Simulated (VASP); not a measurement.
# Y (P6_3/mmc) in VASP: further runs

Aim: see how the results for Y move with the level of theory and the settings. Levels: PBEsol, PBE. Tasks: elastic constants.

All numbers are computed with VASP 6.6.1; they aren't measurements. Logs are shortened: lines on timing, memory, paths and dates and some standing lists are left out, and cuts for length are marked.

### Step 1. The structure

The structure is hexagonal, space group P6_3/mmc (No. 194). Conventional cell: a = 3.594 Å, b = 3.594 Å, c = 5.594 Å, α = 90.00°, β = 90.00°, γ = 120.00°. Around Y (site symmetry -6m2) lie 12 Y at 3.48 to 3.59 Å.

### Step 2. Elastic constants, PBEsol

File POSCAR:

```
Y
1.0
    3.5936433553     -0.0000000000      0.0000000000
   -1.7968216776      3.1121864379     -0.0000000000
    0.0000000000      0.0000000000      5.5938731865
  Y
     2
Direct
     0.3333333332999970    0.6666666667000030    0.2500000000000000
     0.6666666667000030    0.3333333332999970    0.7500000000000000
```

File INCAR.step1:

```
  ALGO = Normal
  EDIFF = 1E-8
  EDIFFG = -0.002
  ENCUT = 600
  GGA = PS
  IBRION = 2
  ISIF = 3
  ISMEAR = 1
  KPAR = 2
  LASPH = T
  LCHARG = F
  LREAL = F
  LWAVE = F
  NELM = 80
  NSW = 40
  PREC = Accurate
  SIGMA = 0.2
```

File INCAR.step2:

```
  ALGO = Normal
  EDIFF = 1E-8
  ENCUT = 600
  GGA = PS
  IBRION = 6
  ISIF = 3
  ISMEAR = 1
  KPAR = 2
  LASPH = T
  LCHARG = F
  LREAL = F
  LWAVE = F
  NELM = 80
  NFREE = 2
  NSW = 1
  POTIM = 0.015
  PREC = Accurate
  SIGMA = 0.2
```

File KPOINTS:

```
k-points
0
Gamma
  21 21 12
```

Potentials or basis: VASP PAW PBE potentials, release 64 (Y_sv).

Started as:

```
> cat potpaw_PBE.64/Y_sv/POTCAR > POTCAR
> cp INCAR.step1 INCAR
> mpirun -np 2 vasp_std > vasp.out
> cp CONTCAR POSCAR
> cp INCAR.step2 INCAR
> mpirun -np 2 vasp_std > vasp.out
```

OUTCAR:

```text
EDIFF = 1E-8
   ENCUT = 600
   GGA = PS
   IBRION = 6
   ISIF = 3
   ISMEAR = 1
   LASPH = T
   LREAL = F
   NELM = 80
   NFREE = 2
   NSW = 1
   POTIM = 0.015
   PREC = Accurate

 ion  position               nearest neighbor table
   1  0.333  0.667  0.250-   2 3.48   2 3.48   2 3.48   2 3.48   2 3.48   2 3.48
   2  0.667  0.333  0.750-   1 3.48   1 3.48   1 3.48   1 3.48   1 3.48   1 3.48

  LATTYP: Found a hexagonal cell.
 ALAT       =     3.5950834595
 C/A-ratio  =     1.5515075805

  Lattice vectors:

 A1 = (   3.5950834595,   0.0000000000,   0.0000000000)
 A2 = (  -1.7975417297,   3.1134336047,   0.0000000000)
 A3 = (   0.0000000000,   0.0000000000,   5.5777992400)

Analysis of symmetry for initial positions (statically):
=====================================================================
 Subroutine PRICEL returns:
 Original cell was already a primitive cell.

 Routine SETGRP: Setting up the symmetry group for a
 hexagonal supercell.

 Subroutine GETGRP returns: Found 24 space group operations
 (whereof 12 operations were pure point group operations)
 out of a pool of 24 trial point group operations.

The static configuration has the point symmetry D_3d.
 The point group associated with its full space group is D_6h.

Analysis of symmetry for dynamics (positions and initial velocities):
=====================================================================
 Subroutine PRICEL returns:
 Original cell was already a primitive cell.

 Routine SETGRP: Setting up the symmetry group for a
 hexagonal supercell.

 Subroutine GETGRP returns: Found 24 space group operations
 (whereof 12 operations were pure point group operations)
 out of a pool of 24 trial point group operations.

The dynamic configuration has the point symmetry D_3d.
 The point group associated with its full space group is D_6h.

 Subroutine INISYM returns: Found 24 space group operations
 (whereof 12 operations are pure point group operations),
 and found     1 'primitive' translations

----------------------------------------------------------------------------------------

                                     Primitive cell

  volume of cell :      62.4326

  direct lattice vectors                    reciprocal lattice vectors
     3.595083459  0.000000000  0.000000000     0.278157659  0.160594399  0.000000000
    -1.797541730  3.113433605  0.000000000    -0.000000000  0.321188799  0.000000000
     0.000000000  0.000000000  5.577799240     0.000000000  0.000000000  0.179282179

  length of vectors
     3.595083459  3.595083460  5.577799240     0.321188799  0.321188799  0.179282179

  position of ions in fractional coordinates (direct lattice)
     0.333333333  0.666666667  0.250000000
     0.666666667  0.333333333  0.750000000

  ion indices of the primitive-cell ions
   primitive index   ion index
                 1           1
                 2           2

----------------------------------------------------------------------------------------

 KPOINTS: k-points

Automatic generation of k-mesh.
 Grid dimensions read from file:
 generate k-points for:   21   21   12

 Generating k-lattice:

  Cartesian coordinates                     Fractional coordinates (reciprocal lattice)
     0.013245603  0.007647352  0.000000000     0.047619048  0.000000000  0.000000000
[... 117 lines left out ...]
  -------------------------------------------------------------------------------------
  Total       -0.0001221     -0.0001221     -0.0000889     -0.0000000     -0.0000000      0.0000000
  in kB       -0.0031342     -0.0031342     -0.0022825     -0.0000000     -0.0000000      0.0000000
  external PRESSURE =      -0.0028503 kB  Pullay stress =       0.0000000 kB
[... 89 lines left out ...]
  FREE ENERGIE OF THE ION-ELECTRON SYSTEM (eV)
  ---------------------------------------------------
  free  energy   TOTEN  =       -13.6357663737 eV

  energy  without entropy=      -13.6319243603  energy(sigma->0) =      -13.63448570

[... ionic steps 4 to 14 ...]

--------------------------------------- Ionic step       15  -------------------------------------------

 number of electron      22.0000000 magnetization

------------------------ aborting loop because EDIFF is reached ----------------------------------------
[... 67 lines left out ...]
--------------------------------------- Ionic step       17  -------------------------------------------

 number of electron      21.9999999 magnetization

 Free energy of the ion-electron system (eV)
  ---------------------------------------------------
  ext. energy  EPLUGINS =         0.00000000
  ---------------------------------------------------
  free energy    TOTEN  =       -13.63893932 eV

  energy without entropy =      -13.63563721  energy(sigma->0) =      -13.63783862

 E-fermi :   3.1299     XC(G=0):  -9.7340

 val. band max:        3.1292069354   @ k =  -0.0952   0.4762   0.2500
 cond. band min:       3.1300886908   @ k =  -0.1429   0.3810   0.4167
 fundamental gap:      0.0008817554
 Fermi energy:         3.1299065917

 k-point     1 :       0.0000    0.0000    0.0000
  band No.  band energies     occupation
      1     -39.3442      2.00000
      2     -39.2478      2.00000
      3     -19.7175      2.00000
      4     -19.1496      2.00000
      5     -19.1496      2.00000
      6     -19.0377      2.00000
      7     -19.0377      2.00000
      8     -18.9890      2.00000
      9      -1.6478      2.00000
     10       1.1961      2.00000
     11       4.2716     -0.00000
     12       4.8943     -0.00000
     13       4.8943     -0.00000
     14       5.3178     -0.00000
[... 401 lines left out ...]
      2     -39.2389      2.00000
      3     -19.5944      2.00000
      4     -19.3516      2.00000
      5     -19.2923      2.00000
      6     -19.1962      2.00000
      7     -19.0819      2.00000
      8     -19.0554      2.00000
      9      -0.3539      2.00000
     10       2.2091      2.00000
     11       3.1201      1.08289
     12       3.3953     -0.06812
     13       4.6934     -0.00000
     14       4.8391     -0.00000
     15       5.3317     -0.00000

 [... further k-points ...]

------------------------ aborting loop because EDIFF is reached ----------------------------------------

  FORCE on cell =-STRESS in cart. coord.  units (eV):
  Direction    XX          YY          ZZ          XY          YZ          ZX
  --------------------------------------------------------------------------------------
  -------------------------------------------------------------------------------------
  Total       -0.0002512     -0.0002512      0.0030465     -0.0000000     -0.0000000      0.0000000
  in kB       -0.0064466     -0.0064466      0.0781805     -0.0000000     -0.0000000      0.0000000
  external PRESSURE =       0.0217624 kB  Pullay stress =       0.0000000 kB
[... 17 lines left out ...]
  FREE ENERGIE OF THE ION-ELECTRON SYSTEM (eV)
  ---------------------------------------------------
  free  energy   TOTEN  =       -13.6389393213 eV

  energy  without entropy=      -13.6356372104  energy(sigma->0) =      -13.63783862

 INTERNAL STRAIN TENSORS FROM STRAINED CELLS
 ============================================

 INTERNAL STRAIN TENSOR FOR ION    1 for displacements in x,y,z  (eV/Angst):
          X           Y           Z          XY          YZ          ZX
  --------------------------------------------------------------------------------
  x    -0.00000     0.00000     0.00000    -1.45113     0.00000    -0.00000
  y    -1.45262     1.45203    -0.00000    -0.00007     0.00015    -0.00083
  z     0.00000     0.00000     0.00000     0.00000    -0.00134     0.00000

 INTERNAL STRAIN TENSORS FROM DISPLACED ATOMS
 ============================================

 INTERNAL STRAIN TENSOR FOR ION    1 for displacements in x,y,z  (eV/Angst):
          X           Y           Z          XY          YZ          ZX
  --------------------------------------------------------------------------------
  x    -0.00000     0.00000    -0.00000    -1.45316     0.00000     0.00000
  y    -1.45316     1.45316    -0.00000     0.00000     0.00000     0.00000
  z     0.00000     0.00000     0.00000     0.00000    -0.00000     0.00000

 INTERNAL STRAIN TENSOR FOR ION    2 for displacements in x,y,z  (eV/Angst):
          X           Y           Z          XY          YZ          ZX
  --------------------------------------------------------------------------------
  x     0.00000    -0.00000     0.00000     1.45316     0.00000     0.00000
  y     1.45316    -1.45316     0.00000    -0.00000     0.00000     0.00000
  z    -0.00000    -0.00000     0.00000    -0.00000     0.00000     0.00000

 Eigenvectors and eigenvalues of the dynamical matrix
 ----------------------------------------------------

   1 f  =    4.624890 THz    29.059040 2PiTHz  154.269721 cm-1    19.126999 meV
             X         Y         Z           dx          dy          dz
     -0.000000  2.075622  1.394450     0.000000   -0.000000    0.707107
      1.797542  1.037811  4.183349     0.000000    0.000000   -0.707107
[... 21 lines left out ...]
   6 f/i=    0.000000 THz     0.000000 2PiTHz    0.000002 cm-1     0.000000 meV
             X         Y         Z           dx          dy          dz
     -0.000000  2.075622  1.394450     0.009589   -0.114163   -0.697764
      1.797542  1.037811  4.183349     0.009589   -0.114163   -0.697764

--------------------------------------------------------------------------------------------------------

 ELASTIC MODULI CONTR FROM IONIC RELAXATION (kBar)
 Direction    XX          YY          ZZ          XY          YZ          ZX
 --------------------------------------------------------------------------------
 XX         -42.6556     42.6556     -0.0000     -0.0000      0.0000      0.0000
 YY          42.6556    -42.6556      0.0000     -0.0000      0.0000      0.0000
 ZZ          -0.0000      0.0000     -0.0000     -0.0000     -0.0000      0.0000
 XY          -0.0000     -0.0000     -0.0000    -42.6556      0.0000      0.0000
 YZ           0.0000      0.0000     -0.0000      0.0000     -0.0000      0.0000
 ZX           0.0000      0.0000      0.0000      0.0000      0.0000      0.0000
 --------------------------------------------------------------------------------

 TOTAL ELASTIC MODULI (kBar)
 Direction    XX          YY          ZZ          XY          YZ          ZX
 --------------------------------------------------------------------------------
 XX         770.0156    236.0312    239.4740      0.0000      0.0000      0.0000
 YY         236.0312    770.0156    239.4740      0.0000      0.0000     -0.0000
 ZZ         239.4740    239.4740    838.2240      0.0000     -0.0000      0.0000
 XY           0.0000      0.0000      0.0000    266.9922     -0.0000      0.0000
 YZ           0.0000      0.0000     -0.0000     -0.0000    260.3967      0.0000
 ZX           0.0000     -0.0000      0.0000      0.0000      0.0000    260.3967
 --------------------------------------------------------------------------------
```

Run time: 2 h. Hardware: 2 MPI ranks of Intel Xeon Platinum 8488C (Sapphire Rapids), shared host; peak memory 2.5 GiB.

What came out:

| Quantity | Value |
| --- | --- |
| Relaxed volume | 31.22 Å³/atom |
| Relaxed cell | a = 3.595 Å, b = 3.595 Å, c = 5.578 Å, α = 90.00°, β = 90.00°, γ = 120.00° |
| Space group after relaxing (to 0.05 Å) | P6_3/mmc (No. 194) |
| Voigt bulk modulus | 42 GPa |
| Highest phonon frequency at Γ | 154 cm⁻¹ |

Step by step:
| step | energy change (eV) | largest force (eV/Å) | pressure (GPa) | volume (Å³) |
| --- | --- | --- | --- | --- |
| 1 | 0.0000 | 0.0000 | -0.09 | 62.56 |
| 2 | -0.0001 | 0.0000 | 0.02 | 62.40 |
| 3 | -0.0001 | 0.0000 | 0.03 | 62.38 |
| 4 | -0.0001 | 0.0000 | 0.01 | 62.42 |
| 5 | -0.0001 | 0.0000 | 0.00 | 62.43 |

Final structure:
```
Y
1.0
     3.59508    0.00000    0.00000
    -1.79754    3.11343    0.00000
     0.00000    0.00000    5.57780
Y
2
Direct
  0.33333 0.66667 0.25000
  0.66667 0.33333 0.75000
```

Phonon frequencies in cm⁻¹ (negative: imaginary):
```tsv
q point	frequencies
(0.000, 0.000, 0.000)	0 0 0 88 88 154
```

Elastic tensor in Voigt notation (GPa, in the Cartesian axes of the cell as first typed):
```
77 24 24  0  0  0
24 77 24  0  0  0
24 24 84  0  0  0
 0  0  0 26  0  0
 0  0  0  0 26  0
 0  0  0  0  0 27
```

Clamped-ion elastic tensor (GPa):
```
81 19 24  0  0  0
19 81 24  0  0  0
24 24 84  0  0  0
 0  0  0 26  0  0
 0  0  0  0 26  0
 0  0  0  0  0 31
```

Caveat: the PAW data sets were made with another functional, which shifts forces and pressure a little.

(Part 1 of 2 ends here.)
